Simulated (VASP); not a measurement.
# BP (F-43m) in VASP: further runs, part 2 of 2

VASP 6.6.1. Earlier steps stand in the parts before.

### Step 4. Relaxation of cell and atoms, PBE

The input, INCAR:

```
  ALGO = Normal
  EDIFF = 1E-6
  EDIFFG = -0.01
  ENCUT = 600
  GGA = PE
  IBRION = 2
  ISIF = 3
  ISMEAR = 0
  LASPH = True
  LCHARG = False
  LREAL = False
  LWAVE = False
  NELM = 80
  NSW = 90
  PREC = Accurate
  SIGMA = 0.03
```

The input, KPOINTS:

```
k-points
0
Gamma
  10 10 10
```

The input, POSCAR:

```
BP
1.0
    0.0000000000      2.2690000000      2.2690000000
    2.2690000000      0.0000000000      2.2690000000
    2.2690000000      2.2690000000      0.0000000000
B P
1 1
Direct
    0.0000000000      0.0000000000      0.0000000000
    0.2500000000      0.2500000000      0.2500000000
```

Potentials or basis: VASP PAW PBE potentials, release 64 (B, P).

Run with:

```
> cat potpaw_PBE.64/B/POTCAR potpaw_PBE.64/P/POTCAR > POTCAR
> mpirun -np 1 vasp_std > vasp.out
```

OUTCAR:

```text
EDIFF = 1E-6
   EDIFFG = -0.01
   ENCUT = 600
   GGA = PE
   IBRION = 2
   ISIF = 3
   ISMEAR = 0
   LASPH = True
   LREAL = False
   NELM = 80
   NSW = 90
   PREC = Accurate

 ion  position               nearest neighbor table
   1  0.000  0.000  0.000-   2 1.97   2 1.97   2 1.97   2 1.97
   2  0.250  0.250  0.250-   1 1.97   1 1.97   1 1.97   1 1.97

  LATTYP: Found a face centered cubic cell.
 ALAT       =     4.5380000000

  Lattice vectors:

 A1 = (   0.0000000000,   2.2690000000,   2.2690000000)
 A2 = (   2.2690000000,   0.0000000000,   2.2690000000)
 A3 = (   2.2690000000,   2.2690000000,   0.0000000000)

Analysis of symmetry for initial positions (statically):
=====================================================================
 Subroutine PRICEL returns:
 Original cell was already a primitive cell.
[... 260 lines left out ...]
 fundamental gap:      1.2468659356
 Fermi energy:         7.5154911197

 k-point     1 :       0.0000    0.0000    0.0000
  band No.  band energies     occupation
      1      -8.0434      2.00000
      2       7.3679      2.00000
      3       7.3679      2.00000
      4       7.3679      2.00000
      5      10.7606      0.00000
      6      10.7606      0.00000
      7      10.7606      0.00000
      8      14.6595      0.00000
[... 243 lines left out ...]
 k-point    24 :       0.4000    0.3000    0.0000
  band No.  band energies     occupation
      1      -5.1184      2.00000
      2       1.2198      2.00000
      3       3.3399      2.00000
      4       3.8697      2.00000
      5       9.1838      0.00000
      6      10.9927      0.00000
      7      16.8071      0.00000
      8      16.8210      0.00000

 [... further k-points ...]

------------------------ aborting loop because EDIFF is reached ----------------------------------------

  FORCE on cell =-STRESS in cart. coord.  units (eV):
  Direction    XX          YY          ZZ          XY          YZ          ZX
  --------------------------------------------------------------------------------------
  -------------------------------------------------------------------------------------
  Total        0.0011413      0.0011413      0.0011413      0.0000000      0.0000000      0.0000000
  in kB        0.0778391      0.0778391      0.0778391      0.0000000      0.0000000      0.0000000
  external PRESSURE =       0.0778391 kB  Pullay stress =       0.0000000 kB
[... 17 lines left out ...]
  FREE ENERGIE OF THE ION-ELECTRON SYSTEM (eV)
  ---------------------------------------------------
  free  energy   TOTEN  =       -12.9324369647 eV

  energy  without entropy=      -12.9324369647  energy(sigma->0) =      -12.93243696

 reached required accuracy - stopping structural energy minimisation
```

CONTCAR:

```text
BP
   1.00000000000000
    -0.0000000000000000    2.2731332140007510    2.2731332140007510
     2.2731332140007510    0.0000000000000000    2.2731332140007510
     2.2731332140007510    2.2731332140007510   -0.0000000000000000
  B               P
     1     1
Direct
     0.0000000000000000    0.0000000000000000    0.0000000000000000
     0.2500000000000000    0.2500000000000000    0.2500000000000000

  0.00000000E+00  0.00000000E+00  0.00000000E+00
  0.00000000E+00  0.00000000E+00  0.00000000E+00
```

Run time: 10 s. Hardware: 1 thread of Intel Xeon 6975P-C (Granite Rapids), shared host; peak memory 0.15 GiB.

Results:

- Free energy: -12.9324 eV
- Relaxed volume: 11.75 Å³/atom
- Relaxed cell: a = 3.215 Å, b = 3.215 Å, c = 3.215 Å, α = 60.00°, β = 60.00°, γ = 60.00°
- Space group after relaxing (to 0.05 Å): F-43m (No. 216)
- Energy gained by relaxing: 0.2 meV/atom
- Ionic steps: 3
- Pressure after relaxing: 0.0 GPa
- Band gap on the k mesh: 1.25 eV, indirect (least direct gap 3.39 eV)

Step by step:
```tsv
step	energy change (eV)	largest force (eV/Å)	pressure (GPa)	volume (Å³)
1	0.0000	0.0000	0.90	23.36
2	-0.0002	0.0000	-0.63	23.58
3	-0.0004	0.0000	0.01	23.49
```

Final structure:
```
B P
1.0
     0.00000    2.27313    2.27313
     2.27313    0.00000    2.27313
     2.27313    2.27313    0.00000
B P
1 1
Cartesian
  0.0000 0.0000 0.0000
  1.1366 1.1366 1.1366
```

### Step 5. Relaxation of cell and atoms, PBE

This run uses another cell than the first one, of 11.75 Å³/atom, 1.005 times its volume.

Edit INCAR of step 4 so:

```diff
@@ -1,4 +1,4 @@
   ALGO = Normal
-  EDIFF = 1E-6
-  EDIFFG = -0.01
+  EDIFF = 1E-7
+  EDIFFG = -0.005
   ENCUT = 600
```

KPOINTS is that of step 4.

The input, POSCAR:

```
BP                                      
1.0
   -0.0000000000      2.2731332140      2.2731332140
    2.2731332140      0.0000000000      2.2731332140
    2.2731332140      2.2731332140     -0.0000000000
  B               P             
     1     1
Direct
     0.0000000000000000    0.0000000000000000    0.0000000000000000
     0.2500000000000000    0.2500000000000000    0.2500000000000000
```

Run with:

```
> cat potpaw_PBE.64/B/POTCAR potpaw_PBE.64/P/POTCAR > POTCAR
> mpirun -np 1 vasp_std > vasp.out
```

Wall time 6.3 s (1 thread of Intel Xeon 6975P-C (Granite Rapids), shared host); peak memory 0.15 GiB.

It converged, with:

| Property | Result |
| --- | --- |
| Free energy | -12.9325 eV |
| Pressure after relaxing | 0.0 GPa |
| Band gap on the k mesh | 1.25 eV, indirect (least direct gap 3.39 eV) |

Final structure:
```xyz
2
Lattice="0.0000 2.2731 2.2731 2.2731 0.0000 2.2731 2.2731 2.2731 0.0000" Properties=species:S:1:pos:R:3 pbc="T T T"
B     0.0000    0.0000    0.0000
P     1.1366    1.1366    1.1366
```

Levels at points of the mesh, in eV from the valence-band top:
```tsv
k point	band 1	band 2	band 3	band 4	band 5	band 6	band 7	band 8
(0.00, 0.00, 0.00)	-15.41	0.00	0.00	0.00	3.39	3.39	3.39	7.29
(0.50, 0.00, 0.00)	-12.11	-8.99	-1.75	-1.75	3.75	4.71	4.71	10.11
(0.50, 0.50, 0.00)	-10.59	-8.55	-4.09	-4.09	1.34	1.66	12.07	12.07
```

Caveat: the relaxation stopped at its first step, so nothing moved. A k mesh can miss the band edges.
